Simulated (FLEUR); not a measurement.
## AlN under changes of volume

One of the cells (10.417 Å³/atom); the others are scaled copies at fixed shape and fractional positions:

```xyz
2
Lattice="0.0000 2.1840 2.1840 2.1840 0.0000 2.1840 2.1840 2.1840 0.0000" Properties=species:S:1:pos:R:3 pbc="T T T"
Al    0.0000    0.0000    0.0000
N     1.0920    1.0920    1.0920
```

Measurements of this composition are mostly on another form, of space group No. 186.

```yaml
Program: FLEUR MaX-R8.1 (later development tree)
Functional: PBEsol
Potentials_or_basis: all-electron
Basis: FLAPW
Kmax: 5.7 1/bohr
k_mesh: 10 × 10 × 10
Occupations: fermi-dirac, width 0.05 eV
Spin: no spin polarisation
```

| volume (Å³/atom) | energy over the lowest point (meV/atom) | gap on the mesh (eV) |
| --- | --- | --- |
| 9.792 | ? | ? |
| 10.001 | 14.52 | 3.21 |
| 10.209 | 4.31 | 3.20 |
| 10.417 | 0.00 | 3.19 |
| 10.626 | 1.01 | 3.18 |
| 10.834 | 6.86 | 3.17 |
| 11.042 | 17.10 | 3.16 |

Problem. What does the run at 9.792 Å³/atom give?

Solution. Energy over the lowest point 31.22 meV/atom; gap on the mesh 3.22 eV.

Worked out: A Birch-Murnaghan fit of order 3 (a polynomial in V^(-2/3)) to the other rows has its minimum at 10.48 Å³/atom with B0 = V·E''(V) = 201 GPa and B' = 3.9. It gives 31.30 meV/atom at 9.792 Å³/atom, against the run's 31.22. A straight line through the other rows of the gap, of slope -0.505 eV per unit of ln V, extrapolates to 3.22 eV, against the run's 3.22.

Energies are extrapolated to zero smearing.

A mesh can miss the band edges.
